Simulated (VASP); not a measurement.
# HfN (F-43m) in VASP: further runs

Runs on HfN. Level: PBEsol. Tasks: single point.

Program: VASP 6.6.1. These are calculated values, not measurements. Logs are shortened: lines on timing, memory, paths and dates and some standing lists are left out, and cuts for length are marked.

### 1 The structure

It takes space group F-43m (No. 216, cubic). Conventional cell: a = 4.910 Å, b = 4.910 Å, c = 4.910 Å, α = 90.00°, β = 90.00°, γ = 90.00°. Around Hf (site symmetry -43m) lie 4 N at 2.13 Å. Around N (site symmetry -43m) lie 4 Hf at 2.13 Å.

The cell comes from a database or a generator and needn't be the stable form of this composition.

### 2 Single point, PBEsol

Input file INCAR:

```
SYSTEM = HfN
PREC = Accurate ; ENCUT = 650
EDIFF = 1E-7 ; ISMEAR = 0
SIGMA = 0.05 ; LREAL = .False.
LASPH = .True. ; NELM = 100
ALGO = Normal ; ISIF = 2
LWAVE = .False. ; LCHARG = .False.
GGA = PS ; ADDGRID = .False.
```

Input file KPOINTS:

```
Automatic mesh
0
Gamma
  2 2 2
  0 0 0
```

Input file POSCAR:

```
HfN
1.0
    0.0000000000      2.4548220000      2.4548220000
    2.4548220000      0.0000000000      2.4548220000
    2.4548220000      2.4548220000      0.0000000000
Hf N
1 1
Direct
    0.0000000000      0.0000000000      0.0000000000
    0.2500000000      0.2500000000      0.2500000000
```

Potentials or basis: VASP PAW PBE potentials, release 64 (Hf_pv, N).

Launch:

```sh
> cat potpaw_PBE.64/Hf_pv/POTCAR potpaw_PBE.64/N/POTCAR > POTCAR
> mpirun -np 1 vasp_std > vasp.out
```

OUTCAR:

```text
SYSTEM = HfN
   PREC = Accurate
   ENCUT = 650
   EDIFF = 1E-7
   ISMEAR = 0
   LREAL = .False.
   LASPH = .True.
   NELM = 100
   ISIF = 2
   GGA = PS

 Found      3 irreducible k-points:

 Following reciprocal coordinates:
            Coordinates               Weight
  0.000000  0.000000  0.000000      1.000000
  0.500000  0.000000  0.000000      4.000000
  0.500000  0.500000  0.000000      3.000000
   k-points           NKPTS =      3   k-points in BZ     NKDIM =      3   number of bands    NBANDS=     11
   number of dos      NEDOS =    301   number of ions     NIONS =      2
   total plane-waves  NPLWV =  27000
   dimension x,y,z NGX =    30 NGY =   30 NGZ =   30
   dimension x,y,z NGXF=    60 NGYF=   60 NGZF=   60
   ions per type =               1   1
   NGX,Y,Z   is equivalent  to a cutoff of  14.37, 14.37, 14.37 a.u.
   NGXF,Y,Z  is equivalent  to a cutoff of  28.73, 28.73, 28.73 a.u.
 SYSTEM =  HfN
   PREC   = accura    normal or accurate (medium, high low for compatibility)
   ISTART =      0    job   : 0-new  1-cont  2-samecut
   ICHARG =      2    charge: 1-file 2-atom 10-const
   ISPIN  =      1    spin polarized calculation?
   LNONCOLLINEAR =      F non collinear calculations
   LSORBIT =      F    spin-orbit coupling
   LASPH  =      T    aspherical Exc in radial PAW
   ENCUT  =  650.0 eV  47.77 Ry    6.91 a.u.   7.22  7.22  7.22*2*pi/ulx,y,z
   NELM   =    100;   NELMIN=  2; NELMDL= -5     # of ELM steps
   EDIFF  = 0.1E-06   stopping-criterion for ELM
   LREAL  =      F    real-space projection
   EDIFFG = 0.1E-05   stopping-criterion for IOM
   NSW    =      0    number of steps for IOM
   IBRION =     -1    ionic relax: 0-MD 1-quasi-New 2-CG
   NFREE  =      0    steps in history (QN), initial steepest desc. (CG)
   ISIF   =      2    stress and relaxation
   ISYM   =      2    0-nonsym 1-usesym 2-fastsym
   POTIM  = 0.5000    time-step for ionic-motion
   TEBEG  =    0.0;   TEEND  =   0.0 temperature during run
   PSTRESS=    0.0 pullay stress
   NELECT =      15.0000    total number of electrons
   NUPDOWN=      -1.0000    fix difference up-down
   EMIN   =  10.00;   EMAX   =-10.00  energy-range for DOS
   EFERMI =   0.00;   METHOD = LEGACY
   ISMEAR =     0;   SIGMA  =   0.05  broadening in eV -4-tet -1-fermi 0-gaus
   EFERMI_NEDOS =   21; number of points for ismear=-14 and -15
   IALGO  =     38    algorithm
   IMIX   =      4    mixing-type and parameters
     AMIX     =   0.40;   BMIX     =  1.00
     AMIX_MAG =   1.60;   BMIX_MAG =  1.00
  volume/ion in A,a.u.               =      14.79        99.83
  Fermi-wavevector in a.u.,A,eV,Ry     =   1.305395  2.466839 23.185087  1.704056
  Thomas-Fermi vector in A             =   2.436267
   LORBIT       =      0    0 simple, 1 ext, 2 COOP (PROOUT), +10 PAW based schemes
   GGA     = PS    functional components
   LHFCALC =     F    Hartree Fock is set to
   AEXX    =    0.0000 exact exchange contribution
   IVDW    =     0    specifies the selected vdW correction
   LEPSILON=     F    determine dielectric tensor
   LRPA    =     F    only Hartree local field effects (RPA)
 non-spin polarized calculation
 Gauss-broadening in eV      SIGMA  =   0.05
  energy-cutoff  :      650.00
  volume of cell :       29.59
 maximum number of plane-waves:      1139
 NGX is ok and might be reduce to    30
   NGX = 15   NGY = 15   NGZ = 15

 number of electron      14.9999999 magnetization

 Free energy of the ion-electron system (eV)
  ---------------------------------------------------
  ext. energy  EPLUGINS =         0.00000000
  ---------------------------------------------------
  free energy    TOTEN  =       -22.16666598 eV

  energy without entropy =      -22.16666598  energy(sigma->0) =      -22.16666598

 E-fermi :   5.2485     XC(G=0): -11.4171

 val. band max:        4.9169041646   @ k =   0.0000   0.0000   0.0000
 cond. band min:       7.1318943223   @ k =   0.5000   0.0000   0.0000
 fundamental gap:      2.2149901577
 Fermi energy:         5.2484596305

 k-point     1 :       0.0000    0.0000    0.0000
  band No.  band energies     occupation
      1     -25.7005      2.00000
      2     -25.7005      2.00000
      3     -25.7005      2.00000
      4     -10.4100      2.00000
      5       0.1855      2.00000
      6       0.1855      2.00000
      7       0.1855      2.00000
      8       4.9169      2.00000
      9       7.6758      0.00000
     10       7.6758      0.00000
     11      12.1684      0.00000

 k-point     2 :       0.5000    0.0000    0.0000
  band No.  band energies     occupation
      1     -26.1602      2.00000
      2     -25.7621      2.00000
      3     -25.7621      2.00000
      4      -9.3073      2.00000
      5      -0.0789      2.00000
      6       0.7787      2.00000
      7       0.7787      2.00000
      8       7.1319      0.00000
      9       8.1985      0.00000
     10       8.1985      0.00000
     11       9.7829      0.00000

 k-point     3 :       0.5000    0.5000    0.0000
  band No.  band energies     occupation
      1     -26.1565      2.00000
      2     -25.8567      2.00000
      3     -25.8567      2.00000
      4      -8.9317      2.00000
      5      -1.2936      2.00000
      6       2.0802      2.00000
      7       2.0802      2.00000
      8       4.4259      2.00000
      9       7.7144      0.00000
     10       9.4496      0.00000
     11      10.1214      0.00000

------------------------ aborting loop because EDIFF is reached ----------------------------------------

  FORCE on cell =-STRESS in cart. coord.  units (eV):
  Direction    XX          YY          ZZ          XY          YZ          ZX
  --------------------------------------------------------------------------------------
  -------------------------------------------------------------------------------------
  Total        0.1211904      0.1211904      0.1211904     -0.0000000      0.0000000      0.0000000
  in kB        6.5627949      6.5627949      6.5627949     -0.0000000      0.0000000      0.0000000
  external PRESSURE =       6.5627949 kB  Pullay stress =       0.0000000 kB

 VOLUME and BASIS-vectors are now :
 -----------------------------------------------------------------------------
  energy-cutoff  :      650.00
  volume of cell :       29.59
      direct lattice vectors                 reciprocal lattice vectors
     0.000000000  2.454822000  2.454822000    -0.203680756  0.203680756  0.203680756
     2.454822000  0.000000000  2.454822000     0.203680756 -0.203680756  0.203680756
     2.454822000  2.454822000  0.000000000     0.203680756  0.203680756 -0.203680756

 POSITION                                       TOTAL-FORCE (eV/Angst)
 -----------------------------------------------------------------------------------
      0.00000      0.00000      0.00000        -0.000000     -0.000000     -0.000000
      1.22741      1.22741      1.22741         0.000000      0.000000      0.000000
 -----------------------------------------------------------------------------------
    total drift:                                0.000000      0.000000      0.000000

  FREE ENERGIE OF THE ION-ELECTRON SYSTEM (eV)
  ---------------------------------------------------
  free  energy   TOTEN  =       -22.1666659758 eV

  energy  without entropy=      -22.1666659758  energy(sigma->0) =      -22.16666598
```

stdout:

```text
POSCAR found type information on POSCAR HfN
 POSCAR found :  2 types and       2 ions
 scaLAPACK will be used
 -----------------------------------------------------------------------------
|                                                                             |
|                                                                             |
|     You enforced a specific xc type in the INCAR file but a different       |
|     I HOPE YOU KNOW WHAT YOU ARE DOING!                                     |
|                                                                             |
 -----------------------------------------------------------------------------

 LDA part: xc-table for (Slater+PW92), standard interpolation
 POSCAR, INCAR and KPOINTS ok, starting setup
 FFT: planning ... GRIDC
 FFT: planning ... GRID_SOFT
 FFT: planning ... GRID
 WAVECAR not read
 entering main loop
```

Wall time 3.5 s (1 thread of Intel Xeon 6975P-C (Granite Rapids), shared host); peak memory 0.16 GiB.

The run converged, but some of its settings lie outside the range that counts as converged, so its numbers aren't taken as properties of the crystal.

What came out:

- Free energy: -22.1667 eV
- Pressure: 0.7 GPa
- Band gap on the k mesh: none (metal or under the smearing width)

Caveat: the k mesh is coarse (spacing up to 1.11 Å⁻¹), so the values aren't converged; the PAW data sets were made with another functional, which shifts forces and pressure a little.

### 3 Single point, PBEsol

INCAR is that of step 2.

KPOINTS is that of step 2.

Input file POSCAR:

```
HfN
1.0
    0.0000000000      2.4548220000      2.4548220000
    2.4548220000      0.0000000000      2.4548220000
    2.4548220000      2.4548220000      0.0000000000
Hf N
1 1
Direct
    0.0013890000     -0.0035870000      0.0084710000
    0.2560200000      0.2829830000      0.2320270000
```

Potentials or basis: VASP PAW PBE potentials, release 64 (Hf_pv, N).

Launch:

```sh
> cat potpaw_PBE.64/Hf_pv/POTCAR potpaw_PBE.64/N/POTCAR > POTCAR
> mpirun -np 1 vasp_std > vasp.out
```

OUTCAR:

```text
SYSTEM = HfN
   PREC = Accurate
   ENCUT = 650
   EDIFF = 1E-7
   ISMEAR = 0
   LREAL = .False.
   LASPH = .True.
   NELM = 100
   ISIF = 2
   GGA = PS

 Found      8 irreducible k-points:

 Following reciprocal coordinates:
            Coordinates               Weight
  0.000000  0.000000  0.000000      1.000000
  0.500000  0.000000  0.000000      1.000000
  0.000000  0.500000  0.000000      1.000000
  0.000000  0.000000  0.500000      1.000000
  0.500000  0.500000  0.500000      1.000000
  0.500000  0.500000  0.000000      1.000000
   k-points           NKPTS =      8   k-points in BZ     NKDIM =      8   number of bands    NBANDS=     11
   number of dos      NEDOS =    301   number of ions     NIONS =      2
   total plane-waves  NPLWV =  27000
[... 155 lines left out ...]

 [... further k-points ...]
[... 5 lines left out ...]
  --------------------------------------------------------------------------------------
  -------------------------------------------------------------------------------------
  Total        0.5164205      0.4437493      0.2108803     -1.0987045     -0.4181485      0.6374036
  in kB       27.9655922     24.0302485     11.4197477    -59.4978797    -22.6438951     34.5171603
  external PRESSURE =      21.1385295 kB  Pullay stress =       0.0000000 kB

 VOLUME and BASIS-vectors are now :
 -----------------------------------------------------------------------------
  energy-cutoff  :      650.00
  volume of cell :       29.59
      direct lattice vectors                 reciprocal lattice vectors
     0.000000000  2.454822000  2.454822000    -0.203680756  0.203680756  0.203680756
     2.454822000  0.000000000  2.454822000     0.203680756 -0.203680756  0.203680756
     2.454822000  2.454822000  0.000000000     0.203680756  0.203680756 -0.203680756

 POSITION                                       TOTAL-FORCE (eV/Angst)
 -----------------------------------------------------------------------------------
      2.46681      0.02420      2.44943         0.451255     -0.777427      1.353777
      1.26426      1.19807      1.32316        -0.451255      0.777427     -1.353777
 -----------------------------------------------------------------------------------
    total drift:                                0.000017      0.000017     -0.000028

  FREE ENERGIE OF THE ION-ELECTRON SYSTEM (eV)
  ---------------------------------------------------
  free  energy   TOTEN  =       -22.0745849111 eV

  energy  without entropy=      -22.0745849111  energy(sigma->0) =      -22.07458491
```

OSZICAR:

```text
N       E                     dE             d eps       ncg     rms          rms(c)
DAV:   1     0.485628230954E+02    0.48563E+02   -0.93128E+03   176   0.150E+03
DAV:   2    -0.229215198872E+02   -0.71484E+02   -0.66543E+02   248   0.285E+02
DAV:   3    -0.257128065803E+02   -0.27913E+01   -0.27762E+01   229   0.476E+01
DAV:   4    -0.257375722159E+02   -0.24766E-01   -0.24720E-01   216   0.519E+00
DAV:   5    -0.257380001399E+02   -0.42792E-03   -0.42783E-03   237   0.536E-01    0.593E+01
DAV:   6    -0.221990215930E+02    0.35390E+01   -0.21790E+01   244   0.323E+01    0.467E+01
DAV:   7    -0.220959481055E+02    0.10307E+00   -0.86603E-01   188   0.873E+00    0.275E+01
DAV:   8    -0.220844183839E+02    0.11530E-01   -0.11882E-01   218   0.351E+00    0.545E+00
DAV:   9    -0.220753563645E+02    0.90620E-02   -0.62429E-02   197   0.176E+00    0.187E+00
DAV:  10    -0.220745755612E+02    0.78080E-03   -0.41351E-03   247   0.535E-01    0.124E-01
DAV:  11    -0.220745932671E+02   -0.17706E-04   -0.25780E-04   224   0.144E-01    0.118E-01
DAV:  12    -0.220745854582E+02    0.78089E-05   -0.32456E-05   238   0.490E-02    0.632E-02
DAV:  13    -0.220745848800E+02    0.57824E-06   -0.22349E-06   212   0.158E-02    0.714E-03
DAV:  14    -0.220745849111E+02   -0.31131E-07   -0.23830E-08   145   0.174E-03
   1 F= -.22074585E+02 E0= -.22074585E+02  d E =-.262865E-12
```

Wall time 4.4 s (1 thread of Intel Xeon 6975P-C (Granite Rapids), shared host); peak memory 0.16 GiB.

These settings aren't checked as converged: the numbers below hold their error.

What came out:

| Item | Value |
| --- | --- |
| Free energy | -22.0746 eV |
| Pressure | 2.1 GPa |
| Largest force | 1.625 eV/Å |
| Band gap on the k mesh | none (metal or under the smearing width) |

Caveat: the k mesh is coarse (spacing up to 1.11 Å⁻¹), so the values aren't converged; the PAW data sets were made with another functional, which shifts forces and pressure a little.
